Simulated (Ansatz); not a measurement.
TiTe:

```xyz
2
Lattice="3.6311 0.0000 0.0000 0.0000 3.6311 0.0000 0.0000 0.0000 3.6311" Properties=species:S:1:pos:R:3 pbc="T T T"
Ti    0.0000    0.0000    0.0000
Te    1.8155    1.8155    1.8155
```

The cell comes from a database or a generator and needn't be the stable form of this composition.

| Property | Result |
| --- | --- |
| Program | Ansatz 0.2.0 |
| Task | relaxation of cell and atoms |
| Functional | B3LYP |
| Potentials or basis | Ansatz PAW |
| Cutoff | 420 eV (not typed: the program's choice for these potentials) |
| k mesh | 4 × 4 × 4 |
| Occupations | fermi-dirac, width 0.05 eV |
| Spin | no spin polarisation |

At the start: volume 23.94 Å³/atom.

Task: Where does the relaxation end?

Result: It ends after 5 steps and the volume is 20.77 Å³/atom (-13.3 %); space group Pm-3m (No. 221, to 0.05 Å).

The path:
```
step  energy change (eV)  largest force (eV/Å)  volume (Å³)
   1              0.0000                0.0000        47.88
   2             -0.2035                0.0000        41.21
   3             -0.2040                0.0000        41.63
   4             -0.2041                0.0000        41.53
   5             -0.2026                0.0000        41.53
```

Final structure:
```xyz
2
Lattice="3.4630 0.0000 0.0000 0.0000 3.4630 0.0000 0.0000 0.0000 3.4630" Properties=species:S:1:pos:R:3 pbc="T T T"
Ti    0.0000    0.0000    0.0000
Te    1.7315    1.7315    1.7315
```

Caveat: the k mesh is coarse (spacing up to 0.43 Å⁻¹), so the values aren't converged, least of all with exact exchange; the plane-wave basis is chosen anew once the cell has moved, so the energies of steps on either side of that aren't comparable; the PAW data sets come from PBE, with cores solved anew for the run's functional, which leaves a small shift of forces and pressure.
